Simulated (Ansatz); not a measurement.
Write the native input for Ansatz 0.2.0 that does the following.

```yaml
Task: single point
Functional: PBE
Potentials_or_basis: all-electron LAPW, scalar-relativistic
Cutoff: 335 eV (chosen from the basis error)
Basis_error_allowed: 0.001 eV/atom
k_mesh: 10 × 10 × 9
Occupations: gaussian, width 0.024 eV
Spin: no spin polarisation
```

WC (Qusongite):

```
CELL_PARAMETERS angstrom
2.90650 0.00000 0.00000
-1.45325 2.51710 0.00000
0.00000 0.00000 2.83660
ATOMIC_POSITIONS crystal
W 0.00000 0.00000 0.00000
C 0.66667 0.33333 0.50000
```

One way to write it, as run:

input.yaml

```yaml
crystal:
  lattice:
    - [2.9065, 0.0, 0.0]
    - [-1.45325, 2.5171028361, 0.0]
    - [0.0, 0.0, 2.8366]
  atoms:
    - { symbol: W, position: [0.0, 0.0, 0.0] }
    - { symbol: C, position: [0.6666666667, 0.3333333333, 0.5] }
kpoints:
  mp_grid: { grid: [10, 10, 9] }
scf:
  occupations: { method: gaussian, width: 0.024 }
hamiltonian:
  xc: pbe
  pseudopotentials: { kind: all_electron, lapw: { basis_error: 0.001 } }
output:
  forces: true
  stress: true
  eigenvalues: true
```

Potentials or basis: all-electron LAPW, scalar-relativistic.

The run is started by

```bash
$ ansatz run input.yaml --threads 1 --pin off --max-ram 3072MiB --backend cpu --events-out ev --progress --plain --runs-dir out
```

Results of the run:

* Pressure: 5.7 GPa
* Band gap on the k mesh: none (metal or under the smearing width)

It took 29 s on 1 thread of Intel(R) Xeon(R) Platinum 8488C (Sapphire Rapids), with other jobs on the host, peak memory 0.39 GiB.
